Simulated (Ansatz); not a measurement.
Ga, one cell by several methods

```
Ga
1.0
     1.42327   -4.04033    0.02644
     1.34274    4.01267   -0.05409
    -0.15075   -0.03212    3.33110
Ga
2
Direct
  0.86900 0.13100 0.25000
  0.13100 0.86900 0.75000
```

Atom numbers follow the list: Ga1, Ga2.

The conventional cell has a = 2.766 Å, b = 3.335 Å, c = 4.232 Å, α = 87.92°, β = 72.07°, γ = 86.84°. Ga (atom 1) has 8 Ga at 2.66 to 2.94 Å as nearest neighbours.

The cell is a measured one (Crystallography Open Database entry 9011089); the temperature and pressure of the measurement aren't taken into account, and nothing was relaxed. The listed cell was then made from it by scaling, straining or moving an atom.

All numbers are computed: DFT, PBE, PAW with Ansatz's default frozen-core files, scalar-relativistic (Ansatz 0.2.0); DFT, PBE, all-electron LAPW, scalar-relativistic (Ansatz 0.2.0).

For PAW: a Γ-centred 14×14×11 k mesh, Fermi–Dirac smearing of 0.03 eV, cutoff 420 eV, no spin polarisation. LAPW targets a basis error of 0.5 meV/atom. The Ansatz runs share mesh, smearing and spin set-up. Plane-wave (PAW) pressures include the program's estimate of the Pulay term.

Stress and pressure are positive in compression.

The change that made this cell: equal xy, yz and zx engineering shear strains of -2 %.

PAW results:

```json
{"quantity": "pressure (GPa)", "PAW": "1.85"}
{"quantity": "stress xx (GPa)", "PAW": "1.74"}
{"quantity": "stress yy (GPa)", "PAW": "2.29"}
{"quantity": "stress zz (GPa)", "PAW": "1.52"}
{"quantity": "stress yz (GPa)", "PAW": "0.90"}
{"quantity": "stress xz (GPa)", "PAW": "0.22"}
{"quantity": "stress xy (GPa)", "PAW": "0.63"}
{"quantity": "force on Ga1, y (eV/Å)", "PAW": "0.176"}
```

What does LAPW (all electrons) give for the same quantities?


```tsv
quantity	LAPW
pressure (GPa)	1.87
stress xx (GPa)	1.76
stress yy (GPa)	2.31
stress zz (GPa)	1.54
stress yz (GPa)	0.90
stress xz (GPa)	0.22
stress xy (GPa)	0.63
force on Ga1, y (eV/Å)	0.176
```
